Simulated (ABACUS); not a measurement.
Set up this calculation in ABACUS 3.10.1, as an ASE script.

| Property | Result |
| --- | --- |
| Task | single point |
| Functional | SOGGA |
| Potentials or basis | PseudoDojo NC SR 0.4 PBEsol stringent |
| Cutoff | 884 eV |
| Density cutoff | 3537 eV |
| Basis | plane waves |
| k mesh | 6 × 6 × 6 |
| Occupations | fermi-dirac, width 0.05 eV |
| Spin | no spin polarisation |
| Radial cutoff of the potentials (pseudo_rcut) | 10 bohr |
| SCF threshold on the density | 1e-08 |
| Max SCF steps | 100 |
| Eigensolver | dav |
| Mixing | broyden |
| Mixing share | 0.7 |
| Symmetry key | 1 |
| Bands | 15 |

The structure of Sr lies in Sr.cif:

```cif
data_Sr
_cell_length_a 6.08470000
_cell_length_b 6.08470000
_cell_length_c 6.08470000
_cell_angle_alpha 90.00000000
_cell_angle_beta 90.00000000
_cell_angle_gamma 90.00000000
_space_group_name_H-M_alt 'Fm-3m'
_space_group_name_Hall '-F 4 2 3'
_space_group_IT_number 225
loop_
_space_group_symop_operation_xyz
'x,y,z'
'-x,-y,-z'
'-y,x,z'
'y,-x,-z'
'-x,-y,z'
'x,y,-z'
'y,-x,z'
'-y,x,-z'
'x,-y,-z'
'-x,y,z'
'-y,-x,-z'
'y,x,z'
'-x,y,-z'
'x,-y,z'
'y,x,-z'
'-y,-x,z'
'z,x,y'
'-z,-x,-y'
'z,-y,x'
'-z,y,-x'
'z,-x,-y'
'-z,x,y'
'z,y,-x'
'-z,-y,x'
'-z,x,-y'
'z,-x,y'
'-z,-y,-x'
'z,y,x'
'-z,-x,y'
'z,x,-y'
'-z,y,x'
'z,-y,-x'
'y,z,x'
'-y,-z,-x'
'x,z,-y'
'-x,-z,y'
'-y,z,-x'
'y,-z,x'
'-x,z,y'
'x,-z,-y'
'-y,-z,x'
'y,z,-x'
'-x,-z,-y'
'x,z,y'
'y,-z,-x'
'-y,z,x'
'x,-z,y'
'-x,z,-y'
'x,y+1/2,z+1/2'
'-x,-y+1/2,-z+1/2'
'-y,x+1/2,z+1/2'
'y,-x+1/2,-z+1/2'
'-x,-y+1/2,z+1/2'
'x,y+1/2,-z+1/2'
'y,-x+1/2,z+1/2'
'-y,x+1/2,-z+1/2'
'x,-y+1/2,-z+1/2'
'-x,y+1/2,z+1/2'
'-y,-x+1/2,-z+1/2'
'y,x+1/2,z+1/2'
'-x,y+1/2,-z+1/2'
'x,-y+1/2,z+1/2'
'y,x+1/2,-z+1/2'
'-y,-x+1/2,z+1/2'
'z,x+1/2,y+1/2'
'-z,-x+1/2,-y+1/2'
'z,-y+1/2,x+1/2'
'-z,y+1/2,-x+1/2'
'z,-x+1/2,-y+1/2'
'-z,x+1/2,y+1/2'
'z,y+1/2,-x+1/2'
'-z,-y+1/2,x+1/2'
'-z,x+1/2,-y+1/2'
'z,-x+1/2,y+1/2'
'-z,-y+1/2,-x+1/2'
'z,y+1/2,x+1/2'
'-z,-x+1/2,y+1/2'
'z,x+1/2,-y+1/2'
'-z,y+1/2,x+1/2'
'z,-y+1/2,-x+1/2'
'y,z+1/2,x+1/2'
'-y,-z+1/2,-x+1/2'
'x,z+1/2,-y+1/2'
'-x,-z+1/2,y+1/2'
'-y,z+1/2,-x+1/2'
'y,-z+1/2,x+1/2'
'-x,z+1/2,y+1/2'
'x,-z+1/2,-y+1/2'
'-y,-z+1/2,x+1/2'
'y,z+1/2,-x+1/2'
'-x,-z+1/2,-y+1/2'
'x,z+1/2,y+1/2'
'y,-z+1/2,-x+1/2'
'-y,z+1/2,x+1/2'
'x,-z+1/2,y+1/2'
'-x,z+1/2,-y+1/2'
'x+1/2,y,z+1/2'
'-x+1/2,-y,-z+1/2'
'-y+1/2,x,z+1/2'
'y+1/2,-x,-z+1/2'
'-x+1/2,-y,z+1/2'
'x+1/2,y,-z+1/2'
'y+1/2,-x,z+1/2'
'-y+1/2,x,-z+1/2'
'x+1/2,-y,-z+1/2'
'-x+1/2,y,z+1/2'
'-y+1/2,-x,-z+1/2'
'y+1/2,x,z+1/2'
'-x+1/2,y,-z+1/2'
'x+1/2,-y,z+1/2'
'y+1/2,x,-z+1/2'
'-y+1/2,-x,z+1/2'
'z+1/2,x,y+1/2'
'-z+1/2,-x,-y+1/2'
'z+1/2,-y,x+1/2'
'-z+1/2,y,-x+1/2'
'z+1/2,-x,-y+1/2'
'-z+1/2,x,y+1/2'
'z+1/2,y,-x+1/2'
'-z+1/2,-y,x+1/2'
'-z+1/2,x,-y+1/2'
'z+1/2,-x,y+1/2'
'-z+1/2,-y,-x+1/2'
'z+1/2,y,x+1/2'
'-z+1/2,-x,y+1/2'
'z+1/2,x,-y+1/2'
'-z+1/2,y,x+1/2'
'z+1/2,-y,-x+1/2'
'y+1/2,z,x+1/2'
'-y+1/2,-z,-x+1/2'
'x+1/2,z,-y+1/2'
'-x+1/2,-z,y+1/2'
'-y+1/2,z,-x+1/2'
'y+1/2,-z,x+1/2'
'-x+1/2,z,y+1/2'
'x+1/2,-z,-y+1/2'
'-y+1/2,-z,x+1/2'
'y+1/2,z,-x+1/2'
'-x+1/2,-z,-y+1/2'
'x+1/2,z,y+1/2'
'y+1/2,-z,-x+1/2'
'-y+1/2,z,x+1/2'
'x+1/2,-z,y+1/2'
'-x+1/2,z,-y+1/2'
'x+1/2,y+1/2,z'
'-x+1/2,-y+1/2,-z'
'-y+1/2,x+1/2,z'
'y+1/2,-x+1/2,-z'
'-x+1/2,-y+1/2,z'
'x+1/2,y+1/2,-z'
'y+1/2,-x+1/2,z'
'-y+1/2,x+1/2,-z'
'x+1/2,-y+1/2,-z'
'-x+1/2,y+1/2,z'
'-y+1/2,-x+1/2,-z'
'y+1/2,x+1/2,z'
'-x+1/2,y+1/2,-z'
'x+1/2,-y+1/2,z'
'y+1/2,x+1/2,-z'
'-y+1/2,-x+1/2,z'
'z+1/2,x+1/2,y'
'-z+1/2,-x+1/2,-y'
'z+1/2,-y+1/2,x'
'-z+1/2,y+1/2,-x'
'z+1/2,-x+1/2,-y'
'-z+1/2,x+1/2,y'
'z+1/2,y+1/2,-x'
'-z+1/2,-y+1/2,x'
'-z+1/2,x+1/2,-y'
'z+1/2,-x+1/2,y'
'-z+1/2,-y+1/2,-x'
'z+1/2,y+1/2,x'
'-z+1/2,-x+1/2,y'
'z+1/2,x+1/2,-y'
'-z+1/2,y+1/2,x'
'z+1/2,-y+1/2,-x'
'y+1/2,z+1/2,x'
'-y+1/2,-z+1/2,-x'
'x+1/2,z+1/2,-y'
'-x+1/2,-z+1/2,y'
'-y+1/2,z+1/2,-x'
'y+1/2,-z+1/2,x'
'-x+1/2,z+1/2,y'
'x+1/2,-z+1/2,-y'
'-y+1/2,-z+1/2,x'
'y+1/2,z+1/2,-x'
'-x+1/2,-z+1/2,-y'
'x+1/2,z+1/2,y'
'y+1/2,-z+1/2,-x'
'-y+1/2,z+1/2,x'
'x+1/2,-z+1/2,y'
'-x+1/2,z+1/2,-y'
loop_
_atom_site_label
_atom_site_type_symbol
_atom_site_symmetry_multiplicity
_atom_site_Wyckoff_symbol
_atom_site_fract_x
_atom_site_fract_y
_atom_site_fract_z
_atom_site_occupancy
Sr1 Sr 4 a 0.0000000000 0.0000000000 0.0000000000 1
```

The input as run:

run_abacus.py

```python
"""ABACUS run from a structure file: ASE reads it, the script writes STRU, KPT and INPUT."""
import re
import subprocess
import spglib
from ase import Atoms
from ase.io import read
from ase.units import Bohr

atoms = read("Sr.cif")
cell, frac, numbers = spglib.standardize_cell((atoms.cell[:], atoms.get_scaled_positions(), atoms.numbers), to_primitive=True, symprec=1e-4)
atoms = Atoms(numbers=numbers, cell=cell, scaled_positions=frac, pbc=True)  # the primitive cell
atoms = atoms[(-atoms.numbers).argsort(kind="stable")]  # ABACUS lists atoms element by element
pseudo = {'Sr': 'Sr.upf'}
orbital = {}
magmoms = None
kmesh = [6, 6, 6]
params = {
    'suffix': 'Sr',
    'calculation': 'scf',
    'basis_type': 'pw',
    'pseudo_dir': './',
    'symmetry': 1,
    'dft_functional': 'GGA_X_SOGGA+GGA_C_PBE',
    'ecutwfc': 65,
    'pseudo_rcut': 10,
    'nspin': 1,
    'nbands': 15,
    'ks_solver': 'dav',
    'smearing_method': 'fd',
    'smearing_sigma': 0.00367493,
    'scf_thr': 1e-08,
    'scf_nmax': 100,
    'mixing_type': 'broyden',
    'mixing_beta': 0.7,
    'cal_force': 1,
    'cal_stress': 1,
    'out_chg': 1,
    'out_pot': 2,
    'out_elf': 1,
}

symbols = atoms.get_chemical_symbols()
elements = list(dict.fromkeys(symbols))
lines = ["ATOMIC_SPECIES"] + [f"{e} {atoms.get_masses()[symbols.index(e)]:.4f} {pseudo[e]}" for e in elements]
if orbital:
    lines += ["", "NUMERICAL_ORBITAL"] + [orbital[e] for e in elements]
lines += ["", "LATTICE_CONSTANT", f"{1 / Bohr:.10f}", "", "LATTICE_VECTORS"]
lines += [" ".join(f"{x:.10f}" for x in v) for v in atoms.cell]
lines += ["", "ATOMIC_POSITIONS", "Direct"]
for e in elements:
    lines += ["", e, "0.0", str(symbols.count(e))]
    for i, p in enumerate(atoms.get_scaled_positions(wrap=False)):
        if symbols[i] == e:
            mag = "" if magmoms is None else " mag " + " ".join(str(x) for x in (magmoms[i] if isinstance(magmoms[i], list) else [magmoms[i]]))
            lines.append(" ".join(f"{x:.10f}" for x in p) + " 1 1 1" + mag)
open("STRU", "w").write("\n".join(lines) + "\n")
open("KPT", "w").write("K_POINTS\n0\nGamma\n%d %d %d 0 0 0\n" % tuple(kmesh))
open("INPUT", "w").write("INPUT_PARAMETERS\n" + "".join(f"{k:<20s}{v}\n" for k, v in params.items()))

done = subprocess.run(['mpirun', '-np', '4', 'abacus'])
if done.returncode:
    raise SystemExit(done.returncode)
log = open("OUT.Sr/running_scf.log").read()
print("final energy (eV):", re.findall(r"FINAL_ETOT_IS (\S+)", log))
```

Potentials or basis: PseudoDojo NC SR 0.4 PBEsol stringent, plane waves.

Run with:

```console
$ OMP_NUM_THREADS=1 python run_abacus.py > log
```

Results of the run:

The pressure is -0.8 GPa.

Caveat: the potentials were made for another functional, which shifts forces and pressure.

Run time: 7.1 s on 4 MPI ranks on Intel(R) Xeon(R) Platinum 8259CL CPU @ 2.50GHz (Skylake/Cascade Lake), on a shared host, peak memory 0.36 GiB a rank.
